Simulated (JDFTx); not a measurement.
# Tc under changes of volume

One of the cells (14.297 Å³/atom); the others are scaled copies at fixed shape and fractional positions:

```xyz
2
Lattice="2.7400 0.0000 0.0000 -1.3700 2.3729 0.0000 0.0000 0.0000 4.3980" Properties=species:S:1:pos:R:3 pbc="T T T"
Tc    1.3700    0.7910    3.2985
Tc    0.0000    1.5819    1.0995
```

* Program: JDFTx 1.7.0 (patched build)
* Functional: r2SCAN
* Potentials or basis: SG15-PBE-1.2 with smoothed tails
* Cutoff: 1088 eV
* Density cutoff: 8708 eV
* k mesh: 7 × 7 × 4
* Occupations: fermi-dirac, width 0.05 eV
* Spin: no spin polarisation

```tsv
volume (Å³/atom)	energy over the lowest point (meV/atom)	pressure (GPa)
13.440	?	?
13.726	11.70	10.5
14.011	0.00	3.3
14.297	0.41	-3.2
14.583	11.73	-9.1
14.869	32.86	-14.3
15.155	62.84	-19.1
```

Question: What does the run at 13.440 Å³/atom give?

Answer: Energy over the lowest point 36.93 meV/atom; pressure 18.5 GPa.

Worked out: A Birch-Murnaghan fit of order 3 (a polynomial in V^(-2/3)) to the other rows has its minimum at 14.14 Å³/atom with B0 = V·E''(V) = 320 GPa and B' = 4.3 at fixed shape and positions, which overstates the stiffness. It gives 36.93 meV/atom at 13.440 Å³/atom, against the run's 36.93, and -dE/dV = 18.2 GPa, against 18.5.

Energies are extrapolated to zero smearing.

Caveats: all runs use coarse meshes; the potentials were made for another functional, which shifts forces and pressure.
